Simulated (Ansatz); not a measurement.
BN (Fmm2) from a database structure at its r2SCAN+rVV10 geometry, in Ansatz. The base run uses HSE06 on a modest mesh; each further run changes one setting, sensibly or not. Doubtful ones may also carry a cap on iterations. All numbers are computed, and spin polarisation is off unless an edit sets a moment.

Base input:
```yaml
crystal:
  lattice:
    - [0.0, 3.2928569245, 2.1632761898]
    - [1.2509583898, 0.0, 2.1632761898]
    - [1.2509583898, 3.2928569245, 0.0]
  atoms:
    - { symbol: B, position: [0.0001138439, 0.0001138439, 0.9998861561] }
    - { symbol: "N", position: [0.6665861461, 0.6665861461, 0.3334138539] }
kpoints:
  mp_grid: { grid: [6, 6, 6] }
hamiltonian:
  xc: hse06
scf:
  occupations: { method: fixed }
  n_extra_bands: 4
output:
  forces: true
  stress: true
  eigenvalues: true
  write_density: true
  write_potential: true
  elf: true
  volumetric_format: npy
```

Base results:
```
Basis set: ecut = 420 eV, 337 PW (Γ)
Symmetry: 4 space group operations
Space group: Fmm2 (ITA 42)
k-points: 46 of 216 (time reversal used)
Exchange kernel: α = 0.2500, screened, ω = 0.2079 Å⁻¹, Wigner–Seitz truncation, v(0) = 1029.2538 eV·Å³, q-mesh 6×6×6
hybrid SCF converged: 2 outer / 9 inner (+2 warm-up)
Free energy (F): -542.512319 eV
Fermi energy:    4.198998 eV
--- Forces (eV/Å), atoms counted from 1 ---
  atom   1  B       0.00000      0.00000      0.00275
  atom   2  N       0.00000      0.00000    -0.00275
--- Stress (GPa, compression-positive) ---
       -2.244494       0.000000       0.000000
        0.000000       3.111224       0.000000
        0.000000       0.000000      -2.214545
  P = ⅓ Tr σ = -0.4493 GPa (-4.493 kbar)
```
The gap over this mesh is 4.818 eV.

Run as `ansatz run input.yaml --threads 4 --pin off --max-ram 4608MiB --backend cpu --events-out ev --progress --plain --runs-dir out`. It took 11 s on 4 threads of Arm Neoverse N1, on a shared host, load about 0.7 per core; peak host memory 0.67 GiB.

Question: The input is altered as follows. How does the run end?
```yaml
hamiltonian:
  xc:
    exchange: pbe
    correlation: pbe
    exx: { coeff: 1.0, omega: 0.2078 }
```

Answer: That is 100 % exact exchange, screened with ω = 0.2078 1/Å, against HSE06's 25 % screened at 0.208 1/Å. The mean stress moves by -13.0 GPa and the gap on the mesh by +4.101 eV (to 8.919). Totals of different functionals aren't comparable.
```
Exchange kernel: α = 1.0000, screened, ω = 0.2078 Å⁻¹, Wigner–Seitz truncation, v(0) = 1029.9064 eV·Å³, q-mesh 6×6×6
hybrid SCF converged: 3 outer / 19 inner (+2 warm-up)
Free energy (F): -543.191641 eV
Fermi energy:    1.423338 eV
--- Forces (eV/Å), atoms counted from 1 ---
  atom   1  B       0.00000      0.00000      0.00424
  atom   2  N       0.00000      0.00000    -0.00423
--- Stress (GPa, compression-positive) ---
      -20.919148       0.000000       0.000000
        0.000000       1.525124       0.000000
        0.000000       0.000000     -21.018341
  P = ⅓ Tr σ = -13.4708 GPa (-134.708 kbar)
```

Question: These lines are set or replaced. What follows?
```yaml
scf:
  mixing: { preconditioner: none }
```

Answer: It converges in 11 iterations, as the base does. This key steers the way to the solution, not the solution: the results stay as they were.

Question: These lines are set or replaced. What follows?
```yaml
hamiltonian:
  xc: { exchange: pbe, correlation: pbe, exx: { coeff: 0.15, omega: 0.5 } }
```

Answer: That is 15 % exact exchange, screened with ω = 0.5 1/Å, against HSE06's 25 % screened at 0.208 1/Å. The mean stress moves by +2.4 GPa and the gap on the mesh by -0.836 eV (to 3.982). Totals of different functionals aren't comparable.
```
Exchange kernel: α = 0.1500, screened, ω = 0.5000 Å⁻¹, Wigner–Seitz truncation, v(0) = 180.9513 eV·Å³, q-mesh 6×6×6
hybrid SCF converged: 2 outer / 8 inner (+2 warm-up)
Free energy (F): -542.393527 eV
Fermi energy:    4.728046 eV
--- Forces (eV/Å), atoms counted from 1 ---
  atom   1  B       0.00000      0.00000      0.00291
  atom   2  N       0.00000      0.00000    -0.00291
--- Stress (GPa, compression-positive) ---
        1.173446       0.000000       0.000000
        0.000000       3.367994       0.000000
        0.000000       0.000000       1.228775
  P = ⅓ Tr σ = 1.9234 GPa (19.234 kbar)
--- Band table (eV; the first three rows and the last of 46) ---
  k-point 0: bands = [-14.1541, 0.3617, 3.1620, 3.1669, 10.2270, 16.8582, 16.9692, 18.6696]
  k-point 1: bands = [-13.5731, 0.8424, 1.1436, 2.2437, 11.4381, 16.6128, 16.7372, 19.1590]
  k-point 2: bands = [-12.0204, -2.6099, 0.8306, 2.3502, 12.0156, 14.5533, 16.8269, 23.4531]
  k-point 45: bands = [-10.8444, -4.8683, 0.2570, 4.3744, 11.3054, 14.6546, 17.5922, 19.3010]
```

Question: The input is altered as follows. How does the run end?
```yaml
hamiltonian:
  xc:
    exchange: pbe
    correlation: pbe
    exx: { coeff: 0.4, omega: 0.2078 }
```

Answer: That is 40 % exact exchange, screened with ω = 0.2078 1/Å, against HSE06's 25 % screened at 0.208 1/Å. The mean stress moves by -2.8 GPa and the gap on the mesh by +0.768 eV (to 5.586). Totals of different functionals aren't comparable.
```
Exchange kernel: α = 0.4000, screened, ω = 0.2078 Å⁻¹, Wigner–Seitz truncation, v(0) = 1029.9064 eV·Å³, q-mesh 6×6×6
hybrid SCF converged: 2 outer / 12 inner (+2 warm-up)
Free energy (F): -542.610871 eV
Fermi energy:    3.688690 eV
--- Forces (eV/Å), atoms counted from 1 ---
  atom   1  B       0.00000      0.00000      0.00300
  atom   2  N       0.00000      0.00000    -0.00300
--- Stress (GPa, compression-positive) ---
       -6.358232       0.000000       0.000000
        0.000000       2.824929       0.000000
        0.000000       0.000000      -6.354276
  P = ⅓ Tr σ = -3.2959 GPa (-32.959 kbar)
--- Band table (eV; the first three rows and the last of 46) ---
  k-point 0: bands = [-17.1578, -1.1607, 1.8450, 1.8519, 10.7370, 18.0129, 18.1380, 20.4043]
  k-point 1: bands = [-16.5273, -0.6191, -0.3494, 0.8526, 12.0055, 17.7207, 18.1479, 20.4842]
  k-point 2: bands = [-14.8422, -4.4790, -0.6915, 1.0812, 12.8547, 15.4789, 17.7299, 24.6879]
  k-point 45: bands = [-13.5683, -6.9485, -1.3189, 3.2969, 12.2343, 15.5630, 18.3872, 20.1284]
```

Question: What happens with this change?
```yaml
scf:
  exx: { max_outer_iter: 2 }
```

Answer: The cap isn't what ends this run: it converges, in 13 iterations in all (the base: 11). Energy, stress and gap stay within 1 meV an atom, 0.1 GPa and 0.005 eV of the base.

The stress of a hybrid is loosely converged in these runs.

The meshes of the hybrids are coarse, so their gaps aren't converged to the digits shown.
